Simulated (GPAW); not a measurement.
# Ge (I4_1/amd) in GPAW: further runs, part 2 of 2

GPAW 26.7.0. Earlier steps stand in the parts before.

## 4. Relaxation of cell and atoms, BLYP

File run.py:

```python
from ase.filters import FrechetCellFilter
from ase.io import read, write
from ase.optimize import BFGS
from gpaw import GPAW, PW, setup_paths

setup_paths.insert(0, '.')

atoms = read('POSCAR')

calc = GPAW(mode=PW(600),
            xc='BLYP',
            kpts={'size': (11, 11, 11), 'gamma': True},
            occupations={'name': 'fermi-dirac', 'width': 0.05},
            nbands=11,
            convergence={'density': 1e-05, 'forces': 0.0001},
            eigensolver='davidson',
            maxiter=150,
            txt='gpaw.txt')
atoms.calc = calc
opt = BFGS(FrechetCellFilter(atoms), trajectory='relax.traj', logfile='-')
done = opt.run(fmax=0.02, steps=40)
calc.write('gs.gpw')
write('result.traj', atoms)
print('Converged:', done)
print('Cell:', atoms.cell.cellpar().round(4))
print('Volume:', round(atoms.get_volume(), 4))
print(atoms.get_scaled_positions().round(5))
```

File POSCAR:

```
Ge
1.0
   -2.5744897190      2.5744897190      1.3974126432
    2.5744897190     -2.5744897190      1.3974126432
    2.5744897190      2.5744897190     -1.3974126432
Ge
2
Direct
    0.5000000000      0.5000000000      0.0000000000
    0.2500000000      0.7500000000      0.5000000000
```

Potentials or basis: PAW data sets generated in the run's folder for this functional, pw.

Run with:

```sh
gpaw-setup -f BLYP Ge
OMP_NUM_THREADS=1 python run.py
```

Run time: 2.6 min. Hardware: 1 thread of Arm Neoverse V1, shared host; peak memory 0.32 GiB.

It converged, with:

```yaml
Free_energy: -6.8930 eV
Relaxed_volume: 21.22 Å³/atom
Relaxed_cell: a = 4.081 Å, b = 4.081 Å, c = 4.081 Å, α = 97.37°, β = 97.37°, γ = 138.04°
Space_group_after_relaxing_to_0.05_Å: I4_1/amd (No. 141)
Energy_gained_by_relaxing: 71.5 meV/atom
Ionic_steps: 5
Pressure_after_relaxing: 0.0 GPa
Band_gap_on_the_k_mesh: none (metal or under the smearing width)
```

Stress tensor (GPa, compression positive):
```
-0.04  0.00  0.00
 0.00 -0.04  0.00
 0.00  0.00  0.09
```

Step by step:
```csv
step,energy change (eV),largest force (eV/Å),pressure (GPa),volume (Å³)
1,0.0000,0.0000,9.57,37.05
2,-0.0474,0.0000,7.47,37.94
3,-0.1405,0.0000,0.95,41.70
4,-0.1429,0.0000,0.12,42.34
5,-0.1429,0.0000,0.00,42.44
```

Final structure:
```
Ge
1.0
    -2.69455    2.69455    1.46142
     2.69455   -2.69455    1.46142
     2.69455    2.69455   -1.46142
Ge
2
Direct
  0.50000 0.50000 0.00000
  0.25000 0.75000 0.50000
```

Levels at points of the mesh, in eV from the Fermi level:
```
           k point  band 1  band 2  band 3  band 4  band 5  band 6  band 7
(0.00, 0.00, 0.00)  -12.16   -4.69   -1.90   -1.90    4.04    6.64    6.64
```

Caveat: later steps reuse the first step's grids.

## 5. Single point, PBE

File run.py:

```python
from ase.dft.bandgap import bandgap
from ase.io import read, write
from ase.units import GPa
from gpaw import GPAW, PW

atoms = read('POSCAR')

calc = GPAW(mode=PW(600),
            xc='PBE',
            kpts={'size': (11, 11, 11), 'gamma': True},
            occupations={'name': 'methfessel-paxton', 'order': 0, 'width': 0.012},
            nbands=11,
            convergence={'density': 1e-05, 'energy': 1e-05},
            maxiter=150,
            txt='gpaw.txt')
atoms.calc = calc
energy = atoms.get_potential_energy()
forces = atoms.get_forces()
stress = atoms.get_stress()
calc.write('gs.gpw')
write('result.traj', atoms)
print(f'Energy: {energy:.6f} eV')
print('Forces (eV/A):')
print(forces.round(4))
print('Stress (GPa):', (stress / GPa).round(3))
print('Fermi level:', round(calc.get_fermi_level(), 4), 'eV')
print(f'Gap: {bandgap(calc)[0]:.4f} eV, direct: {bandgap(calc, direct=True)[0]:.4f} eV')
```

POSCAR is that of step 4.

Potentials or basis: GPAW PAW data sets (gpaw-data 1.2.1), pw.

Run with:

```sh
OMP_NUM_THREADS=1 python run.py
```

gpaw.txt:

```text
__  _  _
 | _ |_)|_||  |
 |__||  | ||/\| - 26.7.0

Input parameters:
  mode=PW(ecut=600.0),
  convergence={'density': 1e-05, 'energy': 1e-05},
  kpts=MonkhorstPack(size=(11, 11, 11), gamma=True),
  maxiter=150,
  nbands=11,
  occupations=Occupations(name='methfessel-paxton', order=0, width=0.012),
  xc=XC(name='PBE')

Diagonalizing LCAO Hamiltonian
Converting LCAO to pw mode

       Ge    Ge

Atoms  # Å, Bohr magnetons
|   | symbol |        x |        y |        z |    initial magnetic moments |
|---|--------|----------|----------|----------|-----------------------------|
| 0 |     Ge | 0.000000 | 0.000000 | 1.397413 | ( 0.0000,  0.0000,  0.0000) |
| 1 |     Ge | 2.574490 | 0.000000 | 0.698706 | ( 0.0000,  0.0000,  0.0000) |

Unit cell  # Å
| periodic |         x |         y |         z |  lengths |     angles |
|----------|-----------|-----------|-----------|----------|------------|
|      yes | -2.574490 |  2.574490 |  1.397413 | 3.899841 |  97.376984 |
|      yes |  2.574490 | -2.574490 |  1.397413 | 3.899841 |  97.376984 |
|      yes |  2.574490 |  2.574490 | -1.397413 | 3.899841 | 138.005201 |

Number of symmetries: 8
[... 133 lines left out ...]

Energy contributions:
  Kinetic:          18.979264
  Coulomb:         -16.621850
  Zero:             -0.002969
  External:          0.000000
  Xc:              -10.933438
  Entropy:          -0.000226
  Spinorbit:         0.000000
  ----------------------------
  Free energy:      -8.579219
  Extrapolated:     -8.579106

dipole moment: (-3.292735, -13.537371, 4.567798)  # |e|*Ang

Fermi level: 8.058
Eigenvalues  # (at kpt = [0.000, 0.000, 0.000])
| band index |      eig [eV] | occ [0-2] |
|------------|---------------|-----------|
|          0 |        -5.294 |     2.000 |
|          1 |         3.946 |     2.000 |
|          2 |         5.669 |     2.000 |
|          3 |         5.669 |     2.000 |
|          4 |        11.275 |     0.000 |
|          5 |        15.637 |     0.000 |
|          6 |        15.637 |     0.000 |
|          7 |        16.171 |     0.000 |
|          8 |        16.394 |     0.000 |
|          9 |        19.375 |     0.000 |
|         10 |        20.294 |     0.000 |

No gap
No difference between direct/indirect transitions

Forces  # eV/Ang
|       x |       y |       z |
|---------|---------|---------|
| 0.00000 | 0.00000 | 0.00000 |  # Ge   0
| 0.00000 | 0.00000 | 0.00000 |  # Ge   1

Stress tensor  # eV/Ang^3
|         x |         y |         z |
|-----------|-----------|-----------|
| -0.018256 | -0.000000 | -0.000000 |
| -0.000000 | -0.018256 |  0.000000 |
| -0.000000 |  0.000000 | -0.021406 |

# Writing to gs.gpw (mode='')
```

stdout:

```text
Energy: -8.579106 eV
Forces (eV/A):
[[0. 0. 0.]
 [0. 0. 0.]]
Stress (GPa): [-2.925 -2.925 -3.43   0.    -0.    -0.   ]
Fermi level: 8.0582 eV
Gap: 0.0000 eV, direct: 0.0000 eV
```

Wall time 31 s (1 thread of Arm Neoverse V1, shared host); peak memory 0.19 GiB.

What came out:

```yaml
Free_energy: -8.5792 eV
Pressure: 3.1 GPa
Band_gap_on_the_k_mesh: none (metal or under the smearing width)
```

## 6. The runs side by side

| task | level | potentials or basis | cell | smearing | optimizer | fmax | max steps | convergence | eigensolver | gap on the mesh (eV) | pressure (GPa) | relaxed volume (Å³/atom) |
| --- | --- | --- | --- | --- | --- | --- | --- | --- | --- | --- | --- | --- |
| single point | PBE | GPAW PAW data sets (gpaw-data 1.2.1), pw | as given | gaussian 0.011 eV | - | - | - | - | - | none | 3.1 | - |
| relaxation of cell and atoms | PBE | GPAW PAW data sets (gpaw-data 1.2.1), pw | relaxed | fermi-dirac 0.05 eV | BFGS | 0.02 eV/Å | 60 | density=1e-05 forces=0.0001 | - | none | -0.1 | 19.30 |
| relaxation of cell and atoms | BLYP | PAW data sets generated in the run's folder for this functional, pw | relaxed | fermi-dirac 0.05 eV | BFGS | 0.02 eV/Å | 40 | density=1e-05 forces=0.0001 | davidson | none | 0.0 | 21.22 |
| single point | PBE | GPAW PAW data sets (gpaw-data 1.2.1), pw | as given | gaussian 0.012 eV | - | - | - | - | - | none | 3.1 | - |

Alike in all rows: no spin polarisation; k mesh 11 × 11 × 11; cutoff (eV) 600.

Caveats: later steps reuse the first step's grids (some runs).

Total energies depend on the potentials used, so only differences within one code and one set of settings carry meaning.
